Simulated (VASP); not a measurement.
# W2C (P-3m1) in VASP: reference runs

Aim: a first look at W2C with PBE, on the cell as given and on a disturbed one.

Everything below comes from runs of VASP 6.6.1. Logs are shortened: lines on timing, memory, paths and dates and some standing lists are left out, and cuts for length are marked.

## 1. The crystal as given

The structure is trigonal, space group P-3m1 (No. 164). Conventional cell: a = 3.070 Å, b = 3.070 Å, c = 4.678 Å, α = 90.00°, β = 90.00°, γ = 120.00°. W (site symmetry 3m) has 3 C at 2.13 Å as nearest neighbours. C (site symmetry -3m) has 6 W at 2.13 Å as nearest neighbours.

The cell comes from a database or a generator and needn't be the stable form of this composition.

## 2. Single point, PBE

File INCAR:

```
SYSTEM = W2C
ALGO     = Normal         ! electronic algorithm
EDIFF    = 1E-7           ! SCF threshold, eV
ENCUT    = 520            ! plane-wave cutoff, eV
GGA      = PE             ! functional
ISIF     = 2              ! what is computed and relaxed
ISMEAR   = -1             ! smearing method
LASPH    = .True.         ! aspherical terms in the spheres
LCHARG   = .True.         ! write CHGCAR
LELF     = .True.         ! ELF
LREAL    = .False.        ! projectors in reciprocal space
LVHAR    = .True.       
LWAVE    = .False.        ! write WAVECAR
NBANDS   = 23             ! bands
NELM     = 80             ! most SCF steps
PREC     = Accurate       ! precision mode
SIGMA    = 0.05           ! smearing width, eV
```

File KPOINTS:

```
k-points
0
Gamma
  10 10 6
  0 0 0
```

File POSCAR:

```
W2C
1.0
    3.0700456420      0.0000000000      0.0000000000
   -1.5350228210      2.6587375167      0.0000000000
    0.0000000000      0.0000000000      4.6784280000
W C
2 1
Direct
    0.6666666667      0.3333333333      0.2536690000
    0.3333333333      0.6666666667      0.7463310000
    0.0000000000      0.0000000000      0.0000000000
```

Potentials or basis: VASP PAW PBE potentials, release 64 (W_sv, C).

Started as:

```console
cat potpaw_PBE.64/W_sv/POTCAR potpaw_PBE.64/C/POTCAR > POTCAR
mpirun -np 1 vasp_std > vasp.out
```

OUTCAR:

```text
SYSTEM = W2C
   EDIFF = 1E-7
   ENCUT = 520
   GGA = PE
   ISIF = 2
   ISMEAR = -1
   LASPH = .True.
   LREAL = .False.
   NELM = 80
   PREC = Accurate

 ion  position               nearest neighbor table
   1  0.667  0.333  0.254-   3 2.13   3 2.13   3 2.13   2 2.91   2 2.91   2 2.91   2 2.96   2 2.96
                             2 2.96
   2  0.333  0.667  0.746-   3 2.13   3 2.13   3 2.13   1 2.91   1 2.91   1 2.91   1 2.96   1 2.96
                             1 2.96
   3  0.000  0.000  0.000-   1 2.13   2 2.13   2 2.13   1 2.13   1 2.13   2 2.13

  LATTYP: Found a hexagonal cell.
 ALAT       =     3.0700456420
 C/A-ratio  =     1.5238952594

  Lattice vectors:

 A1 = (   3.0700456420,   0.0000000000,   0.0000000000)
 A2 = (  -1.5350228210,   2.6587375167,   0.0000000000)
 A3 = (   0.0000000000,   0.0000000000,   4.6784280000)

Analysis of symmetry for initial positions (statically):
=====================================================================
 Subroutine PRICEL returns:
 Original cell was already a primitive cell.

 Routine SETGRP: Setting up the symmetry group for a
 hexagonal supercell.

 Subroutine GETGRP returns: Found 12 space group operations
 (whereof 12 operations were pure point group operations)
 out of a pool of 24 trial point group operations.

The static configuration has the point symmetry D_3d.

Analysis of symmetry for dynamics (positions and initial velocities):
=====================================================================
 Subroutine PRICEL returns:
 Original cell was already a primitive cell.

 Routine SETGRP: Setting up the symmetry group for a
 hexagonal supercell.

 Subroutine GETGRP returns: Found 12 space group operations
 (whereof 12 operations were pure point group operations)
 out of a pool of 24 trial point group operations.

The dynamic configuration has the point symmetry D_3d.

 Subroutine INISYM returns: Found 12 space group operations
 (whereof 12 operations are pure point group operations),
 and found     1 'primitive' translations

----------------------------------------------------------------------------------------

                                     Primitive cell

  volume of cell :      38.1874

  direct lattice vectors                    reciprocal lattice vectors
     3.070045642  0.000000000  0.000000000     0.325728056  0.188059181  0.000000000
    -1.535022821  2.658737517  0.000000000     0.000000000  0.376118362  0.000000000
     0.000000000  0.000000000  4.678428000     0.000000000  0.000000000  0.213747011

  length of vectors
     3.070045642  3.070045642  4.678428000     0.376118362  0.376118362  0.213747011

  position of ions in fractional coordinates (direct lattice)
     0.666666667  0.333333333  0.253669000
     0.333333333  0.666666667  0.746331000
     0.000000000  0.000000000  0.000000000

  ion indices of the primitive-cell ions
   primitive index   ion index
                 1           1
                 2           2
                 3           3

----------------------------------------------------------------------------------------

 KPOINTS: k-points

Automatic generation of k-mesh.
 Grid dimensions read from file:
 generate k-points for:   10   10    6

 Generating k-lattice:

  Cartesian coordinates                     Fractional coordinates (reciprocal lattice)
     0.032572806  0.018805918  0.000000000     0.100000000 -0.000000000  0.000000000
     0.000000000  0.037611836  0.000000000     0.000000000  0.100000000  0.000000000
     0.000000000  0.000000000  0.035624502     0.000000000  0.000000000  0.166666667

  Length of vectors
     0.037611836  0.037611836  0.035624502

  Shift w.r.t. Gamma in fractional coordinates (k-lattice)
     0.000000000  0.000000000  0.000000000

 Subroutine IBZKPT returns following result:
 ===========================================

 Found     72 irreducible k-points:

 Following reciprocal coordinates:
            Coordinates               Weight
  0.000000  0.000000  0.000000      1.000000
  0.100000  0.000000  0.000000      6.000000
  0.200000  0.000000  0.000000      6.000000
  0.300000  0.000000  0.000000      6.000000
  0.400000  0.000000  0.000000      6.000000
  0.500000  0.000000  0.000000      3.000000
[... 42 lines left out ...]
 -0.100000  0.300000  0.333333     12.000000
  0.300000  0.100000  0.333333     12.000000
 [... further k-points ...]
   k-points           NKPTS =     72   k-points in BZ     NKDIM =     72   number of bands    NBANDS=     23
   number of dos      NEDOS =    301   number of ions     NIONS =      3
   total plane-waves  NPLWV =  20736
   dimension x,y,z NGX =    24 NGY =   24 NGZ =   36
   dimension x,y,z NGXF=    48 NGYF=   48 NGZF=   72
   ions per type =               2   1
   NGX,Y,Z   is equivalent  to a cutoff of  13.00, 13.00, 12.79 a.u.
   NGXF,Y,Z  is equivalent  to a cutoff of  25.99, 25.99, 25.58 a.u.
 SYSTEM =  W2C
   PREC   = accura    normal or accurate (medium, high low for compatibility)
   ISTART =      0    job   : 0-new  1-cont  2-samecut
   ICHARG =      2    charge: 1-file 2-atom 10-const
   ISPIN  =      1    spin polarized calculation?
   LNONCOLLINEAR =      F non collinear calculations
   LSORBIT =      F    spin-orbit coupling
   LASPH  =      T    aspherical Exc in radial PAW
   ENCUT  =  520.0 eV  38.22 Ry    6.18 a.u.   5.71  5.71  8.70*2*pi/ulx,y,z
   NELM   =     80;   NELMIN=  2; NELMDL= -5     # of ELM steps
   EDIFF  = 0.1E-06   stopping-criterion for ELM
   LREAL  =      F    real-space projection
   EDIFFG = 0.1E-05   stopping-criterion for IOM
   NSW    =      0    number of steps for IOM
   IBRION =     -1    ionic relax: 0-MD 1-quasi-New 2-CG
   NFREE  =      0    steps in history (QN), initial steepest desc. (CG)
   ISIF   =      2    stress and relaxation
   ISYM   =      2    0-nonsym 1-usesym 2-fastsym
   POTIM  = 0.5000    time-step for ionic-motion
   TEBEG  =    0.0;   TEEND  =   0.0 temperature during run
   PSTRESS=    0.0 pullay stress
   NELECT =      32.0000    total number of electrons
   NUPDOWN=      -1.0000    fix difference up-down
   EMIN   =  10.00;   EMAX   =-10.00  energy-range for DOS
   EFERMI =   0.00;   METHOD = LEGACY
   ISMEAR =    -1;   SIGMA  =   0.05  broadening in eV -4-tet -1-fermi 0-gaus
   EFERMI_NEDOS =   21; number of points for ismear=-14 and -15
   IALGO  =     38    algorithm
   IMIX   =      4    mixing-type and parameters
     AMIX     =   0.40;   BMIX     =  1.00
     AMIX_MAG =   1.60;   BMIX_MAG =  1.00
  volume/ion in A,a.u.               =      12.73        85.90
  Fermi-wavevector in a.u.,A,eV,Ry     =   1.543422  2.916645 32.411147  2.382152
  Thomas-Fermi vector in A             =   2.649087
   LORBIT       =      0    0 simple, 1 ext, 2 COOP (PROOUT), +10 PAW based schemes
   GGA     = PE    functional components
   LHFCALC =     F    Hartree Fock is set to
   AEXX    =    0.0000 exact exchange contribution
   IVDW    =     0    specifies the selected vdW correction
   LEPSILON=     F    determine dielectric tensor
   LRPA    =     F    only Hartree local field effects (RPA)
 non-spin polarized calculation
  energy-cutoff  :      520.00
  volume of cell :       38.19
 maximum number of plane-waves:      1046
 NGX is ok and might be reduce to    24
   NGX = 11   NGY = 11   NGZ = 17

 number of electron      32.0000002 magnetization

 Free energy of the ion-electron system (eV)
  ---------------------------------------------------
  ext. energy  EPLUGINS =         0.00000000
  ---------------------------------------------------
  free energy    TOTEN  =       -34.97443364 eV

  energy without entropy =      -34.95576172  energy(sigma->0) =      -34.96509768

 E-fermi :  11.4945     XC(G=0): -13.4558

 val. band max:       11.4874062346   @ k =   0.1000   0.1000   0.1667
 cond. band min:      11.5005146782   @ k =   0.5000   0.0000   0.3333
 fundamental gap:      0.0131084436
 Fermi energy:        11.4945307321

 k-point     1 :       0.0000    0.0000    0.0000
  band No.  band energies     occupation
      1     -63.2984      2.00000
      2     -63.2229      2.00000
      3     -27.9615      2.00000
      4     -27.3640      2.00000
      5     -27.3640      2.00000
      6     -27.2294      2.00000
[... 15 lines left out ...]
     22      18.2887      0.00000
     23      18.9274      0.00000

 k-point     2 :       0.1000    0.0000    0.0000
  band No.  band energies     occupation
      1     -63.2941      2.00000
      2     -63.2219      2.00000
      3     -27.9364      2.00000
      4     -27.4108      2.00000
      5     -27.3821      2.00000
      6     -27.2757      2.00000
[... 15 lines left out ...]
     22      18.1272      0.00000
     23      18.7681      0.00000

 k-point     3 :       0.2000    0.0000    0.0000
  band No.  band energies     occupation
      1     -63.2825      2.00000
      2     -63.2197      2.00000
      3     -27.8658      2.00000
      4     -27.5331      2.00000
      5     -27.4266      2.00000
      6     -27.3936      2.00000
[... 15 lines left out ...]
     22      17.4979      0.00000
     23      18.2521      0.00000

 k-point     4 :       0.3000    0.0000    0.0000
  band No.  band energies     occupation
      1     -63.2670      2.00000
      2     -63.2181      2.00000
      3     -27.7655      2.00000
      4     -27.6822      2.00000
      5     -27.5332      2.00000
      6     -27.4777      2.00000
[... 15 lines left out ...]
     22      17.2675      0.00000
     23      17.3102      0.00000

 k-point     5 :       0.4000    0.0000    0.0000
  band No.  band energies     occupation
      1     -63.2523      2.00000
      2     -63.2189      2.00000
      3     -27.8075      2.00000
      4     -27.6552      2.00000
      5     -27.6408      2.00000
      6     -27.5170      2.00000
[... 850 lines left out ...]
 k-point    38 :       0.1000    0.0000    0.3333
  band No.  band energies     occupation
      1     -63.2762      2.00000
      2     -63.2399      2.00000
      3     -27.7492      2.00000
      4     -27.3883      2.00000
      5     -27.3566      2.00000
      6     -27.3412      2.00000
[... 15 lines left out ...]
     22      16.0207      0.00000
     23      17.0861      0.00000

 k-point    39 :       0.0000    0.1000    0.3333
  band No.  band energies     occupation
      1     -63.2762      2.00000
      2     -63.2399      2.00000
      3     -27.7478      2.00000
      4     -27.3867      2.00000
      5     -27.3598      2.00000
      6     -27.3496      2.00000
[... 15 lines left out ...]
     22      16.3639      0.00000
     23      16.5464      0.00000

 k-point    40 :       0.2000    0.0000    0.3333
  band No.  band energies     occupation
      1     -63.2669      2.00000
      2     -63.2353      2.00000
      3     -27.7642      2.00000
      4     -27.5150      2.00000
      5     -27.4220      2.00000
      6     -27.3759      2.00000
[... 15 lines left out ...]
     22      17.2139      0.00000
     23      18.4623      0.00000

 [... further k-points ...]

------------------------ aborting loop because EDIFF is reached ----------------------------------------

  FORCE on cell =-STRESS in cart. coord.  units (eV):
  Direction    XX          YY          ZZ          XY          YZ          ZX
  --------------------------------------------------------------------------------------
  -------------------------------------------------------------------------------------
  Total       -0.3310918     -0.3310918     -0.0635549      0.0000000      0.0000000      0.0000000
  in kB      -13.8911674    -13.8911674     -2.6664864      0.0000000      0.0000000      0.0000000
  external PRESSURE =     -10.1496071 kB  Pullay stress =       0.0000000 kB

 VOLUME and BASIS-vectors are now :
 -----------------------------------------------------------------------------
  energy-cutoff  :      520.00
  volume of cell :       38.19
      direct lattice vectors                 reciprocal lattice vectors
     3.070045642  0.000000000  0.000000000     0.325728056  0.188059181  0.000000000
    -1.535022821  2.658737517  0.000000000     0.000000000  0.376118362  0.000000000
     0.000000000  0.000000000  4.678428000     0.000000000  0.000000000  0.213747011

 POSITION                                       TOTAL-FORCE (eV/Angst)
 -----------------------------------------------------------------------------------
      1.53502      0.88625      1.18677        -0.000000      0.000000      0.054098
     -0.00000      1.77249      3.49166         0.000000     -0.000000     -0.054098
      0.00000      0.00000      0.00000         0.000000      0.000000      0.000000
 -----------------------------------------------------------------------------------
    total drift:                                0.000000     -0.000000     -0.000000

  FREE ENERGIE OF THE ION-ELECTRON SYSTEM (eV)
  ---------------------------------------------------
  free  energy   TOTEN  =       -34.9744336388 eV

  energy  without entropy=      -34.9557617154  energy(sigma->0) =      -34.96509768
```

Wall time 29 s (1 thread of AMD EPYC 9R45 (Zen 5), shared host); peak memory 0.16 GiB.

What came out:

| Item | Value |
| --- | --- |
| Free energy | -34.9744 eV |
| Pressure | -1.0 GPa |
| Largest force | 0.054 eV/Å |
| Band gap on the k mesh | none (metal or under the smearing width) |

Forces in eV/Å, atoms in the order of the input:
```
W    0.000  0.000  0.054
W    0.000  0.000 -0.054
C    0.000  0.000  0.000
```

Stress tensor (GPa, compression positive):
```
-1.39  0.00  0.00
 0.00 -1.39  0.00
 0.00  0.00 -0.27
```

Spin-orbit coupling is left out, which matters for the levels of W.

(Part 1 of 2 ends here.)
